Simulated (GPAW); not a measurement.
The system is GaAs.

```
CELL_PARAMETERS angstrom
0.00000 2.82685 2.82685
2.82685 0.00000 2.82685
2.82685 2.82685 0.00000
ATOMIC_POSITIONS crystal
As 0.25000 0.25000 0.25000
Ga 0.00000 0.00000 0.00000
```

Program: GPAW 26.7.0. Alike in all runs: task band structure; cell as given; k mesh 8 × 8 × 8; cutoff (eV) 600; smearing fermi-dirac 0.05 eV.

Q: Order these runs on this cell by their band gap on the k mesh, lowest first.
A. level OLYP; potentials or basis PAW data sets generated in the run's folder for this functional, pw; spin SOC, no magnetisation; eigensolver davidson; band points 80; spin axis theta (degrees) 90; spin axis phi (degrees) 45
B. level PBE; potentials or basis PAW data sets generated in the run's folder for this functional, pw; spin off; band points 60
C. level rSCAN; potentials or basis GPAW PAW data sets (gpaw-data 1.2.1), pw; spin SOC, no magnetisation; band points 100; spin axis theta (degrees) 90; spin axis phi (degrees) 45

A: B (0.59 eV), A (0.75 eV), C (0.92 eV).

Caveats: spin-orbit coupling was added after a scalar SCF, so levels and gaps hold it while energy, forces, pressure and moments don't (some runs); this program's spin-orbit splittings come out too wide for heavy elements (some runs).

A k mesh can miss the band edges.

Not every run made on this cell is shown here.
